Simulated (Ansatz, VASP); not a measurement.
## NaH: VASP beside Ansatz

The input INCAR:

```
ALGO = Normal
EDIFF = 1E-7
ENCUT = 520
GGA = PS
ISIF = 2
ISMEAR = -1
LASPH = T
LCHARG = F
LREAL = F
LWAVE = F
NBANDS = 11
NELM = 80
PREC = Accurate
SIGMA = 0.05
```

File KPOINTS:

```
k-points
0
Gamma
  9 9 9
```

The input POSCAR:

```
NaH
1.0
    0.0000000000      2.3901901053      2.3901901053
    2.3901901053      0.0000000000      2.3901901053
    2.3901901053      2.3901901053      0.0000000000
Na H
1 1
Direct
    0.0000000000      0.0000000000      0.0000000000
    0.5000000000      0.5000000000      0.5000000000
```

input.yaml

```yaml
crystal:
  lattice:
    - [0.0, 2.3901901053, 2.3901901053]
    - [2.3901901053, 0.0, 2.3901901053]
    - [2.3901901053, 2.3901901053, 0.0]
  atoms:
    - { symbol: Na, position: [0.0, 0.0, 0.0] }
    - { symbol: H, position: [0.5, 0.5, 0.5] }
hamiltonian:
  xc: pbesol
  pseudopotentials: { kind: paw }
kpoints:
  mp_grid: { grid: [9, 9, 9] }
scf:
  occupations: { method: fermi_dirac, width: 0.05 }
output:
  forces: true
  stress: true
  eigenvalues: true
  write_density: true
  write_potential: true
  elf: true
  volumetric_format: npy
```

Change from the starting cell: volume scaled by 0.94.

Alike in both runs: task single point; functional PBEsol; k mesh 9 × 9 × 9; occupations fermi-dirac, width 0.05 eV; no spin polarisation.

```csv
,VASP,Ansatz
version,VASP 6.6.1,Ansatz 0.2.0
potentials or method,"VASP PAW PBE potentials, release 64 (Na_pv, H)",Ansatz PAW
plane-wave cutoff (eV),520,420
valence electrons in the cell,8,10
```

```csv
,VASP,Ansatz,Ansatz less VASP
gap on the k mesh at the Fermi level (eV),3.93,3.93,+0.002
least direct gap on the mesh (eV),4.68,4.68,+0.003
pressure (GPa),0.2,0.2,+0.01
```

The two sets of potentials don't hold the same shells in valence.

Caveats: the PAW data sets were made with another functional, which shifts forces and pressure a little (VASP); an odd mesh through Γ misses points on the zone boundary, where band edges often lie (VASP); odd divisions of the mesh miss points on the zone boundary, where band edges often lie, so the gap on the mesh can be too wide (Ansatz); the PAW data sets come from PBE, with cores solved anew for the run's functional, which leaves a small shift of forces and pressure (Ansatz).
